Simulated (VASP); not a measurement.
## GaN: single point with PBE

**The experiment to reproduce.**

From a printed reference work, textbook, for a bulk crystal of GaN at 0 K: band gap 3.299 eV (direct).

GaN:

```xyz
2
Lattice="0.0000 2.2742 2.2742 2.2742 0.0000 2.2742 2.2742 2.2742 0.0000" Properties=species:S:1:pos:R:3 pbc="T T T"
Ga    0.0000    0.0000    0.0000
N     3.4114    3.4114    3.4114
```

The cell is a database's computed one.

| Item | Value |
| --- | --- |
| Program | VASP 6.6.1 |
| Task | single point |
| Functional | PBE |
| Potentials or basis | VASP PAW PBE potentials, release 64 (Ga_d, N) |
| Cutoff | 520 eV |
| k mesh | 10 × 10 × 10 |
| Occupations | gaussian, width 0.02 eV |
| Spin | no spin polarisation |
| Dipole correction | no |
| Further INCAR settings | ALGO = Fast; EDIFF = 1e-07; NBANDS = 16 |

The pressure is 0.1 GPa and the band gap on the k mesh is 1.55 eV, direct.

Levels at points of the mesh, in eV from the valence-band top:
| k point | band 7 | band 8 | band 9 | band 10 | band 11 | band 12 |
| --- | --- | --- | --- | --- | --- | --- |
| (0.00, 0.00, 0.00) | 0.00 | 0.00 | 0.00 | 1.55 | 10.13 | 10.13 |
| (0.50, 0.00, 0.00) | -6.86 | -0.93 | -0.93 | 4.45 | 8.59 | 10.22 |
| (0.50, 0.50, 0.00) | -6.01 | -2.61 | -2.61 | 3.34 | 6.50 | 11.52 |

It took 7.3 s on 1 thread of Intel(R) Xeon(R) 6975P-C (Granite Rapids), on a shared host, peak memory 0.14 GiB.

A measured gap of GaN is 3.299 eV (direct; 0 K; a printed reference work, textbook); the calculated 1.55 eV misses it by -1.75 eV. So large a miss can be the level of theory's own, or it may mean another phase, state or a wrong row. Spin-orbit coupling on Ga is left out. The value is that of PBE, without temperature or zero-point motion. Semilocal functionals fall short of measured gaps as a rule. The cell is a database's relaxed one, not the measured one, which moves gaps too.
